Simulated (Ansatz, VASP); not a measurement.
**One calculation of Sc, two programs**

```
Sc
1.0
     0.00000    2.28554    2.28554
     2.28554    0.00000    2.28554
     2.28554    2.28554    0.00000
Sc
1
Direct
  0.00000 0.00000 0.00000
```

Change from the starting cell: volume scaled by 1.02.

Alike in both runs: task single point; functional PBEsol; k mesh 12 × 12 × 12; occupations fermi-dirac, width 0.03 eV; no spin polarisation.

|  | VASP | Ansatz |
| --- | --- | --- |
| version | VASP 6.6.1 | Ansatz 0.2.0 |
| potentials or method | VASP PAW PBE potentials, release 64 (Sc_sv), cutoff 520 eV | all-electron LAPW, scalar-relativistic |

|  | VASP | Ansatz | Ansatz less VASP |
| --- | --- | --- | --- |
| pressure (GPa) | -0.6 | -0.6 | 0.00 |

Ansatz ran all-electron here, so the differences hold the error of VASP's frozen core and of both bases.

Caveats: the PAW data sets were made with another functional, which shifts forces and pressure a little (VASP).
